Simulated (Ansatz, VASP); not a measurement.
CaO: VASP beside Ansatz

```
Ca O
1.0
     3.76366    0.00000    0.00000
    -1.88183    3.25943    0.00000
     0.00000    0.00000    4.50967
Ca O
2 2
Direct
  0.33333 0.66667 0.25000
  0.66667 0.33333 0.75000
  0.66667 0.33333 0.25000
  0.33333 0.66667 0.75000
```

Change from the starting cell: hydrostatic strain -5.5%.

Alike in both runs: task single point; functional PBE; k mesh 12 × 12 × 6; occupations fermi-dirac, width 0.02 eV; no spin polarisation.

|  | VASP | Ansatz |
| --- | --- | --- |
| version | VASP 6.6.1 | Ansatz 0.2.0 |
| potentials or method | VASP PAW PBE potentials, release 64 (Ca_sv, O) | plane waves, PAW |
| plane-wave cutoff (eV) | 520 | 420 |
| valence electrons in the cell | 32 | 32 |

|  | VASP | Ansatz | Ansatz less VASP |
| --- | --- | --- | --- |
| gap on the k mesh at the Fermi level (eV) | 3.77 | 3.80 | +0.021 |
| pressure (GPa) | 25.1 | 24.1 | -1.05 |
| largest component of the traceless stress (GPa) | 2.56 | 2.47 | -0.086 |

Caveats: so large a pressure means that the cell lies far from this level's equilibrium, or that cutoff or potentials fall short (VASP). A k mesh can miss the band edges.
